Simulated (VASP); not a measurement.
# Cd (Fm-3m) in VASP: further runs

The runs below take Cd through single point, with PBEsol.

All numbers are computed with VASP 6.6.1; they aren't measurements. Logs are shortened: lines on timing, memory, paths and dates and some standing lists are left out, and cuts for length are marked.

### 1 The crystal as given

It takes space group Fm-3m (No. 225, cubic). Conventional cell: a = 4.436 Å, b = 4.436 Å, c = 4.436 Å, α = 90.00°, β = 90.00°, γ = 90.00°. Cd (site symmetry m-3m) is surrounded by 12 Cd at 3.14 Å.

This isn't the form of Cd at room conditions, which is hcp.

### 2 Single point, PBEsol

The input, INCAR:

```
SYSTEM = Cd
  PREC = Accurate
  ENCUT = 520
  EDIFF = 1E-6
  ISMEAR = 0
  SIGMA = 0.15
  LREAL = .FALSE.
  LASPH = .TRUE.
  NELM = 100
  ALGO = Normal
  ISIF = 2
  LWAVE = .FALSE.
  LCHARG = .TRUE.
  GGA = PS
  LELF = .TRUE.
  LVHAR = .TRUE.
  NBANDS = 12
```

The input, KPOINTS:

```
regular mesh
0
G
  18 18 18
  0 0 0
```

The input, POSCAR:

```
Cd
1.0
    0.0000000000      2.2181497500      2.2181497500
    2.2181497500      0.0000000000      2.2181497500
    2.2181497500      2.2181497500      0.0000000000
Cd
1
Direct
    0.0000000000      0.0000000000      0.0000000000
```

Potentials or basis: VASP PAW PBE potentials, release 64 (Cd).

Command:

```
> cat potpaw_PBE.64/Cd/POTCAR > POTCAR
> mpirun -np 1 vasp_std > vasp.out
```

OUTCAR:

```text
SYSTEM = Cd
   PREC = Accurate
   ENCUT = 520
   EDIFF = 1E-6
   ISMEAR = 0
   LREAL = .FALSE.
   LASPH = .TRUE.
   NELM = 100
   ISIF = 2
   GGA = PS

 ion  position               nearest neighbor table
   1  0.000  0.000  0.000-

  LATTYP: Found a face centered cubic cell.
 ALAT       =     4.4362995000

  Lattice vectors:

 A1 = (   0.0000000000,   2.2181497500,   2.2181497500)
 A2 = (   2.2181497500,   0.0000000000,   2.2181497500)
 A3 = (   2.2181497500,   2.2181497500,   0.0000000000)

Analysis of symmetry for initial positions (statically):
=====================================================================
 Subroutine PRICEL returns:
 Original cell was already a primitive cell.

 Routine SETGRP: Setting up the symmetry group for a
 face centered cubic supercell.

 Subroutine GETGRP returns: Found 48 space group operations
 (whereof 48 operations were pure point group operations)
 out of a pool of 48 trial point group operations.

The static configuration has the point symmetry O_h .

Analysis of symmetry for dynamics (positions and initial velocities):
=====================================================================
 Subroutine PRICEL returns:
 Original cell was already a primitive cell.

 Routine SETGRP: Setting up the symmetry group for a
 face centered cubic supercell.

 Subroutine GETGRP returns: Found 48 space group operations
 (whereof 48 operations were pure point group operations)
 out of a pool of 48 trial point group operations.

The dynamic configuration has the point symmetry O_h .

 Subroutine INISYM returns: Found 48 space group operations
 (whereof 48 operations are pure point group operations),
 and found     1 'primitive' translations

----------------------------------------------------------------------------------------

                                     Primitive cell

  volume of cell :      21.8274

  direct lattice vectors                    reciprocal lattice vectors
     0.000000000  2.218149750  2.218149750    -0.225413095  0.225413095  0.225413095
     2.218149750  0.000000000  2.218149750     0.225413095 -0.225413095  0.225413095
     2.218149750  2.218149750  0.000000000     0.225413095  0.225413095 -0.225413095

  length of vectors
     3.136937460  3.136937460  3.136937460     0.390426933  0.390426933  0.390426933

  position of ions in fractional coordinates (direct lattice)
     0.000000000  0.000000000  0.000000000

  ion indices of the primitive-cell ions
   primitive index   ion index
[... 81 lines left out ...]
   POTIM  = 0.5000    time-step for ionic-motion
   TEBEG  =    0.0;   TEEND  =   0.0 temperature during run
   PSTRESS=    0.0 pullay stress
   NELECT =      12.0000    total number of electrons
   NUPDOWN=      -1.0000    fix difference up-down
   EMIN   =  10.00;   EMAX   =-10.00  energy-range for DOS
   EFERMI =   0.00;   METHOD = LEGACY
   ISMEAR =     0;   SIGMA  =   0.15  broadening in eV -4-tet -1-fermi 0-gaus
   EFERMI_NEDOS =   21; number of points for ismear=-14 and -15
   IALGO  =     38    algorithm
   IMIX   =      4    mixing-type and parameters
     AMIX     =   0.40;   BMIX     =  1.00
     AMIX_MAG =   1.60;   BMIX_MAG =  1.00
  volume/ion in A,a.u.               =      21.83       147.30
  Fermi-wavevector in a.u.,A,eV,Ry     =   1.341120  2.534350 24.471486  1.798604
  Thomas-Fermi vector in A             =   2.469379
   LORBIT       =      0    0 simple, 1 ext, 2 COOP (PROOUT), +10 PAW based schemes
   GGA     = PS    functional components
   LHFCALC =     F    Hartree Fock is set to
   AEXX    =    0.0000 exact exchange contribution
   IVDW    =     0    specifies the selected vdW correction
   LEPSILON=     F    determine dielectric tensor
   LRPA    =     F    only Hartree local field effects (RPA)
 non-spin polarized calculation
 Gauss-broadening in eV      SIGMA  =   0.15
  energy-cutoff  :      520.00
  volume of cell :       21.83
 maximum number of plane-waves:       609
   NGX = 11   NGY = 11   NGZ = 11

 number of electron      12.0000003 magnetization

 Free energy of the ion-electron system (eV)
  ---------------------------------------------------
  ext. energy  EPLUGINS =         0.00000000
  ---------------------------------------------------
  free energy    TOTEN  =        -1.18432634 eV

  energy without entropy =       -1.18035541  energy(sigma->0) =       -1.18234087

 E-fermi :   2.5788     XC(G=0): -11.1639

 val. band max:        2.4725983059   @ k =  -0.3889   0.5000   0.1111
 cond. band min:       2.6142279454   @ k =  -0.3333   0.3333   0.1667
 fundamental gap:      0.1416296395
 Fermi energy:         2.5788016357

 k-point     1 :       0.0000    0.0000    0.0000
  band No.  band energies     occupation
      1      -6.4154      2.00000
      2      -6.4154      2.00000
      3      -6.4154      2.00000
      4      -6.1688      2.00000
      5      -5.9562      2.00000
      6      -5.9562      2.00000
      7      16.5421      0.00000
      8      17.5725      0.00000
      9      17.5725      0.00000
     10      17.5725      0.00000
     11      20.9584      0.00000
     12      20.9584      0.00000
[... 331 lines left out ...]
 k-point    24 :      -0.2222    0.0556    0.0000
  band No.  band energies     occupation
      1      -6.6323      2.00000
      2      -6.3178      2.00000
      3      -6.2957      2.00000
      4      -5.9551      2.00000
      5      -5.8743      2.00000
      6      -4.4393      2.00000
      7       9.2851      0.00000
      8      14.3517      0.00000
      9      17.1075      0.00000
     10      17.3216      0.00000
     11      19.8995      0.00000
     12      20.1353      0.00000

 [... further k-points ...]

------------------------ aborting loop because EDIFF is reached ----------------------------------------

  FORCE on cell =-STRESS in cart. coord.  units (eV):
  Direction    XX          YY          ZZ          XY          YZ          ZX
  --------------------------------------------------------------------------------------
  -------------------------------------------------------------------------------------
  Total       -0.2515891     -0.2515891     -0.2515891      0.0000000      0.0000000     -0.0000000
  in kB      -18.4671456    -18.4671456    -18.4671456      0.0000000      0.0000000     -0.0000000
  external PRESSURE =     -18.4671456 kB  Pullay stress =       0.0000000 kB

 VOLUME and BASIS-vectors are now :
 -----------------------------------------------------------------------------
  energy-cutoff  :      520.00
  volume of cell :       21.83
      direct lattice vectors                 reciprocal lattice vectors
     0.000000000  2.218149750  2.218149750    -0.225413095  0.225413095  0.225413095
     2.218149750  0.000000000  2.218149750     0.225413095 -0.225413095  0.225413095
     2.218149750  2.218149750  0.000000000     0.225413095  0.225413095 -0.225413095

 POSITION                                       TOTAL-FORCE (eV/Angst)
 -----------------------------------------------------------------------------------
      0.00000      0.00000      0.00000         0.000000      0.000000     -0.000000
 -----------------------------------------------------------------------------------
    total drift:                               -0.000000      0.000000      0.000000

  FREE ENERGIE OF THE ION-ELECTRON SYSTEM (eV)
  ---------------------------------------------------
  free  energy   TOTEN  =        -1.1843263362 eV

  energy  without entropy=       -1.1803554125  energy(sigma->0) =       -1.18234087
```

OSZICAR:

```text
N       E                     dE             d eps       ncg     rms          rms(c)
DAV:   1     0.700029387705E+02    0.70003E+02   -0.69448E+03  5024   0.993E+02
DAV:   2    -0.825616182829E-02   -0.70011E+02   -0.66035E+02  5096   0.236E+02
DAV:   3    -0.126246837551E+01   -0.12542E+01   -0.12533E+01  5580   0.358E+01
DAV:   4    -0.126396657953E+01   -0.14982E-02   -0.14982E-02  5264   0.122E+00
DAV:   5    -0.126397000330E+01   -0.34238E-05   -0.34238E-05  5572   0.587E-02    0.296E+00
DAV:   6    -0.119007701037E+01    0.73893E-01   -0.19548E-01  5512   0.567E+00    0.242E+00
DAV:   7    -0.118504344433E+01    0.50336E-02   -0.12947E-02  5516   0.118E+00    0.132E+00
DAV:   8    -0.118430907388E+01    0.73437E-03   -0.14479E-03  5024   0.522E-01    0.606E-02
DAV:   9    -0.118432092759E+01   -0.11854E-04   -0.50183E-06  5564   0.177E-02    0.157E-02
DAV:  10    -0.118432636411E+01   -0.54365E-05   -0.35873E-06  5076   0.228E-02    0.206E-03
DAV:  11    -0.118432633625E+01    0.27867E-07   -0.32348E-08  2760   0.215E-03
   1 F= -.11843263E+01 E0= -.11823409E+01  d E =-.397092E-02
```

stdout:

```text
POSCAR found type information on POSCAR Cd
 POSCAR found :  1 types and       1 ions
 scaLAPACK will be used
 -----------------------------------------------------------------------------
|                                                                             |
|                                                                             |
|     You enforced a specific xc type in the INCAR file but a different       |
|     I HOPE YOU KNOW WHAT YOU ARE DOING!                                     |
|                                                                             |
 -----------------------------------------------------------------------------

 LDA part: xc-table for (Slater+PW92), standard interpolation
 POSCAR, INCAR and KPOINTS ok, starting setup
 FFT: planning ... GRIDC
 FFT: planning ... GRID_SOFT
 FFT: planning ... GRID
 WAVECAR not read
 entering main loop
```

Wall time 12 s (1 thread of Intel Xeon 6975P-C (Granite Rapids), shared host); peak memory 0.17 GiB.

What came out:

```
Free energy            : -1.1843 eV
Pressure               : -1.8 GPa
Band gap on the k mesh : none (metal or under the smearing width)
```

Caveat: the PAW data sets were made with another functional, which shifts forces and pressure a little.

### 3 Single point, PBEsol

The input, INCAR:

```
SYSTEM = Cd
  PREC = Accurate
  ENCUT = 520
  EDIFF = 1E-6
  ISMEAR = 0
  SIGMA = 0.15
  LREAL = .False.
  LASPH = .True.
  NELM = 100
  ALGO = Normal
  ISIF = 2
  LWAVE = .False.
  LCHARG = .True.
  GGA = PS
  LELF = .True.
  LVHAR = .True.
  NBANDS = 12
```

The input, KPOINTS:

```
regular mesh
0
Gamma
  20 20 20
  0 0 0
```

POSCAR is that of step 2.

Potentials or basis: VASP PAW PBE potentials, release 64 (Cd).

Command:

```
> cat potpaw_PBE.64/Cd/POTCAR > POTCAR
> mpirun -np 1 vasp_std > vasp.out
```

Run time: 14 s. Hardware: 1 thread of Intel Xeon 6975P-C (Granite Rapids), shared host; peak memory 0.18 GiB.

It converged, with:

* Free energy: -1.1855 eV
* Pressure: -1.9 GPa
* Band gap on the k mesh: none (metal or under the smearing width)

Levels at points of the mesh, in eV from the Fermi level:
```
           k point  band 2  band 3  band 4  band 5  band 6  band 7  band 8  band 9  band 10  band 11
(0.00, 0.00, 0.00)   -9.05   -9.05   -8.80   -8.59   -8.59   13.91   14.94   14.94    14.94    18.32
(0.50, 0.00, 0.00)   -9.05   -9.05   -8.22   -8.22   -2.33   -1.32   12.52   12.52    13.00    16.41
(0.50, 0.50, 0.00)   -9.63   -8.24   -8.12   -8.12   -0.82    1.38    6.77    6.77    11.07    11.11
```

Caveat: the PAW data sets were made with another functional, which shifts forces and pressure a little.
